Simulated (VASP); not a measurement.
# HgTe (F-43m) in VASP: settings compared, part 2 of 2

VASP 6.6.1.

### 3 Band structure, PBEsol

File INCAR:

```
PREC = Accurate
ENCUT = 520
EDIFF = 1E-7
ISMEAR = 0
SIGMA = 0.03
LREAL = F
LASPH = T
NELM = 80
ALGO = Normal
ISIF = 2
LWAVE = F
LCHARG = F
GGA = PS
NBANDS = 16
ICORELEVEL = 1
```

File KPOINTS:

```
regular mesh
0
Gamma
  10 10 10
```

File POSCAR:

```
HgTe                                    
1.0
    0.0000000000      3.2580088205      3.2580088205
    3.2580088205      0.0000000000      3.2580088205
    3.2580088205      3.2580088205      0.0000000000
  Hg              Te            
     1     1
Direct
     0.0000000000000000    0.0000000000000000    0.0000000000000000
     0.2500000000000000    0.2500000000000000    0.2500000000000000
```

File KPOINTS_OPT:

```
explicit points
159
Reciprocal
 0.0000000000  0.0000000000  0.0000000000 1
 0.0357142857  0.0000000000  0.0357142857 1
 0.0714285714  0.0000000000  0.0714285714 1
 0.1071428571  0.0000000000  0.1071428571 1
 0.1428571429  0.0000000000  0.1428571429 1
 0.1785714286  0.0000000000  0.1785714286 1
[... 151 lines left out ...]
 0.4250000000  0.0000000000  0.4250000000 1
 0.4500000000  0.0000000000  0.4500000000 1
```

Potentials or basis: VASP PAW PBE potentials, release 64 (Hg, Te).

Launch:

```
$ cat potpaw_PBE.64/Hg/POTCAR potpaw_PBE.64/Te/POTCAR > POTCAR
$ mpirun -np 1 vasp_std > vasp.out
```

OUTCAR:

```text
PREC = Accurate
   ENCUT = 520
   EDIFF = 1E-7
   ISMEAR = 0
   LREAL = F
   LASPH = T
   NELM = 80
   ISIF = 2
   GGA = PS

 ion  position               nearest neighbor table
   1  0.000  0.000  0.000-   2 2.82   2 2.82   2 2.82   2 2.82
   2  0.250  0.250  0.250-   1 2.82   1 2.82   1 2.82   1 2.82

  LATTYP: Found a face centered cubic cell.
 ALAT       =     6.5160176410

  Lattice vectors:

 A1 = (   0.0000000000,   3.2580088205,   3.2580088205)
 A2 = (   3.2580088205,   0.0000000000,   3.2580088205)
 A3 = (   3.2580088205,   3.2580088205,   0.0000000000)

Analysis of symmetry for initial positions (statically):
=====================================================================
 Subroutine PRICEL returns:
 Original cell was already a primitive cell.

 Routine SETGRP: Setting up the symmetry group for a
 face centered cubic supercell.

 Subroutine GETGRP returns: Found 24 space group operations
 (whereof 24 operations were pure point group operations)
 out of a pool of 48 trial point group operations.

The static configuration has the point symmetry T_d .

Analysis of symmetry for dynamics (positions and initial velocities):
=====================================================================
 Subroutine PRICEL returns:
 Original cell was already a primitive cell.

 Routine SETGRP: Setting up the symmetry group for a
 face centered cubic supercell.

 Subroutine GETGRP returns: Found 24 space group operations
 (whereof 24 operations were pure point group operations)
 out of a pool of 48 trial point group operations.

The dynamic configuration has the point symmetry T_d .

 Subroutine INISYM returns: Found 24 space group operations
 (whereof 24 operations are pure point group operations),
 and found     1 'primitive' translations

----------------------------------------------------------------------------------------
[... 114 lines left out ...]
  volume/ion in A,a.u.               =      34.58       233.37
  Fermi-wavevector in a.u.,A,eV,Ry     =   1.045210  1.975160 14.863864  1.092463
  Thomas-Fermi vector in A             =   2.179996
   LORBIT       =      0    0 simple, 1 ext, 2 COOP (PROOUT), +10 PAW based schemes
   GGA     = PS    functional components
   LHFCALC =     F    Hartree Fock is set to
   AEXX    =    0.0000 exact exchange contribution
   IVDW    =     0    specifies the selected vdW correction
   LEPSILON=     F    determine dielectric tensor
   LRPA    =     F    only Hartree local field effects (RPA)
 non-spin polarized calculation
 Gauss-broadening in eV      SIGMA  =   0.03
  energy-cutoff  :      520.00
  volume of cell :       69.17
 maximum number of plane-waves:      1892
 NGX is ok and might be reduce to    36
   NGX = 17   NGY = 17   NGZ = 17

 number of electron      18.0000002 magnetization

 Free energy of the ion-electron system (eV)
  ---------------------------------------------------
  ext. energy  EPLUGINS =         0.00000000
  ---------------------------------------------------
  free energy    TOTEN  =        -4.37683522 eV

  energy without entropy =       -4.37678895  energy(sigma->0) =       -4.37681208

 the core state eigenenergies are
   1-  1s -83140.1726  2s -14727.7755  2p -12695.2046  3s  -3490.5314  3p  -2903.5749
       3d  -2287.2943  4s   -762.9314  4p   -570.5703  4d   -342.6764  4f    -90.0271
       5s   -112.2254  5p    -60.5601
   2-  1s -31613.2464  2s  -4840.8075  2p  -4344.2058  3s   -957.0064  3p   -795.6645
       3d   -551.9158  4s   -156.4836  4p   -106.5199  4d    -33.8354

 E-fermi :   2.7100     XC(G=0):  -8.8278

 val. band max:        2.7008195651   @ k =   0.0000   0.0000   0.0000
 cond. band min:       3.1799283817   @ k =   0.1000   0.0000   0.0000
 fundamental gap:      0.4791088166
 Fermi energy:         2.7099566465

 k-point     1 :       0.0000    0.0000    0.0000
  band No.  band energies     occupation
      1      -9.1522      2.00000
      2      -4.5058      2.00000
      3      -4.5058      2.00000
      4      -4.5058      2.00000
      5      -3.9988      2.00000
      6      -3.9988      2.00000
[... 433 lines left out ...]
      3      -4.2669      2.00000
      4      -4.2390      2.00000
      5      -3.9542      2.00000
      6      -3.9086      2.00000
[... 8 lines left out ...]
     15      12.9007      0.00000
     16      13.9767      0.00000

 [... further k-points ...]
[... 5 lines left out ...]
  --------------------------------------------------------------------------------------
  -------------------------------------------------------------------------------------
  Total       -0.0096140     -0.0096140     -0.0096140      0.0000000      0.0000000      0.0000000
  in kB       -0.2227030     -0.2227030     -0.2227030      0.0000000      0.0000000      0.0000000
  external PRESSURE =      -0.2227030 kB  Pullay stress =       0.0000000 kB

 VOLUME and BASIS-vectors are now :
 -----------------------------------------------------------------------------
  energy-cutoff  :      520.00
  volume of cell :       69.17
      direct lattice vectors                 reciprocal lattice vectors
     0.000000000  3.258008821  3.258008821    -0.153467970  0.153467970  0.153467970
     3.258008821  0.000000000  3.258008821     0.153467970 -0.153467970  0.153467970
     3.258008821  3.258008821  0.000000000     0.153467970  0.153467970 -0.153467970

 POSITION                                       TOTAL-FORCE (eV/Angst)
 -----------------------------------------------------------------------------------
      0.00000      0.00000      0.00000         0.000000     -0.000000      0.000000
      1.62900      1.62900      1.62900        -0.000000      0.000000     -0.000000
 -----------------------------------------------------------------------------------
    total drift:                               -0.000000     -0.000000     -0.000000

  FREE ENERGIE OF THE ION-ELECTRON SYSTEM (eV)
  ---------------------------------------------------
  free  energy   TOTEN  =        -4.3768352239 eV

  energy  without entropy=       -4.3767889451  energy(sigma->0) =       -4.37681208
```

stdout:

```text
POSCAR found type information on POSCAR HgTe
 POSCAR found :  2 types and       2 ions
 scaLAPACK will be used
 -----------------------------------------------------------------------------
|                                                                             |
|                                                                             |
|     You enforced a specific xc type in the INCAR file but a different       |
|     I HOPE YOU KNOW WHAT YOU ARE DOING!                                     |
|                                                                             |
 -----------------------------------------------------------------------------

 LDA part: xc-table for (Slater+PW92), standard interpolation
 POSCAR, INCAR and KPOINTS ok, starting setup
 FFT: planning ... GRIDC
 FFT: planning ... GRID_SOFT
 FFT: planning ... GRID
 WAVECAR not read
 entering main loop
 Start KPOINTS_OPT (optional k-point list driver)
k-point batch [1-47\159]
k-point batch [48-94\159]
k-point batch [95-141\159]
k-point batch [142-159\159]
```

Run time: 1.8 min. Hardware: 1 thread of Intel Xeon Platinum 8488C (Sapphire Rapids), shared host; peak memory 0.24 GiB.

What came out:

```yaml
Free_energy: -4.3768 eV
Pressure: 0.0 GPa
Band_gap_along_the_path: none (metal or under the smearing width)
```

Levels at the corners of the path, in eV from the Fermi level:
```
point  band 5  band 6  band 7  band 8  band 9  band 10  band 11  band 12  band 13  band 14
    Γ   -6.71   -6.71   -0.87   -0.01   -0.01    -0.01     4.21     4.21     4.21     6.31
    X   -6.65   -6.29   -5.35   -2.20   -2.20     1.84     2.43     8.00     8.71     8.71
    X   -6.65   -6.29   -5.35   -2.20   -2.20     1.84     2.43     8.00     8.71     8.71
    W   -6.74   -6.13   -5.43   -2.58   -2.49     3.03     4.55     5.20     6.08     9.31
    W   -6.74   -6.13   -5.43   -2.58   -2.49     3.03     4.55     5.20     6.08     9.31
    K   -6.68   -6.20   -5.37   -2.84   -1.83     2.18     3.94     6.91     7.11     7.50
    K   -6.68   -6.20   -5.37   -2.84   -1.83     2.18     3.94     6.91     7.11     7.50
    Γ   -6.71   -6.71   -0.87   -0.01   -0.01    -0.01     4.21     4.21     4.21     6.31
    Γ   -6.71   -6.71   -0.87   -0.01   -0.01    -0.01     4.21     4.21     4.21     6.31
    L   -6.69   -6.42   -5.39   -0.96   -0.96     0.63     4.99     4.99     6.72     7.71
    L   -6.69   -6.42   -5.39   -0.96   -0.96     0.63     4.99     4.99     6.72     7.71
    U   -6.68   -6.20   -5.37   -2.84   -1.83     2.18     3.94     6.91     7.11     7.50
    U   -6.68   -6.20   -5.37   -2.84   -1.83     2.18     3.94     6.91     7.11     7.50
    W   -6.74   -6.13   -5.43   -2.58   -2.49     3.03     4.55     5.20     6.08     9.31
    W   -6.74   -6.13   -5.43   -2.58   -2.49     3.03     4.55     5.20     6.08     9.31
    L   -6.69   -6.42   -5.39   -0.96   -0.96     0.63     4.99     4.99     6.72     7.71
    L   -6.69   -6.42   -5.39   -0.96   -0.96     0.63     4.99     4.99     6.72     7.71
    K   -6.68   -6.20   -5.37   -2.84   -1.83     2.18     3.94     6.91     7.11     7.50
    U   -6.68   -6.20   -5.37   -2.84   -1.83     2.18     3.94     6.91     7.11     7.50
    X   -6.65   -6.29   -5.35   -2.20   -2.20     1.84     2.43     8.00     8.71     8.71
```

Core levels (eV, on the scale of the bands):
```
atom                                                                                                                                     levels
1 Hg  1s -83140.2, 2s -14727.8, 2p -12695.2, 3s -3490.5, 3p -2903.6, 3d -2287.3, 4s -762.9, 4p -570.6, 4d -342.7, 4f -90.0, 5s -112.2, 5p -60.6
2 Te                                       1s -31613.2, 2s -4840.8, 2p -4344.2, 3s -957.0, 3p -795.7, 3d -551.9, 4s -156.5, 4p -106.5, 4d -33.8
```

Caveat: the PAW data sets were made with another functional, which shifts forces and pressure a little; spin-orbit coupling is left out, which moves the levels of the heavy elements.

### 4 Band structure, PBEsol, spin-orbit coupling, no magnetisation

INCAR: that of step 3 with these lines changed.

```diff
@@ -12,4 +12,7 @@
 LCHARG = F
+MAGMOM = 0 0 0 0 0 0
+LORBIT = 11
+LSORBIT = T
+GGA_COMPAT = F
 GGA = PS
-NBANDS = 16
-ICORELEVEL = 1
+NBANDS = 32
```

File KPOINTS:

```
regular mesh
0
Gamma
  6 6 6
```

POSCAR is that of step 3.

KPOINTS_OPT is that of step 3.

Launch:

```
$ cat potpaw_PBE.64/Hg/POTCAR potpaw_PBE.64/Te/POTCAR > POTCAR
$ mpirun -np 1 vasp_ncl > vasp.out
```

Wall time 8.1 min (1 thread of Intel Xeon Platinum 8488C (Sapphire Rapids), shared host); peak memory 0.41 GiB.

It converged, with:

```
Free energy                                           : -4.7663 eV
Pressure                                              : -0.2 GPa
Valence electrons inside the program's atomic spheres : Hg 10.51; Te 3.35
```

Caveat: the PAW data sets were made with another functional, which shifts forces and pressure a little.

### 5 Summary

```csv
level,spin,k mesh,grid for exact exchange (PRECFOCK),screening parameter,mesh quality,pressure (GPa)
HSE06,"SOC, no magnetisation",4 × 4 × 4,Fast,0.2 1/A,coarse,1.1
PBEsol,off,10 × 10 × 10,-,-,not flagged,0.0
PBEsol,"SOC, no magnetisation",6 × 6 × 6,-,-,not flagged,-0.2
```

Alike in all rows: task band structure; potentials or basis VASP PAW PBE potentials, release 64 (Hg, Te); cell as given; cutoff (eV) 520; smearing gaussian 0.03 eV.

Caveats: some runs use coarse meshes; the PAW data sets were made with another functional, which shifts forces and pressure a little; spin-orbit coupling is left out, which moves the levels of the heavy elements (some runs).

Total energies depend on the potentials used, so only differences within one code and one set of settings carry meaning.
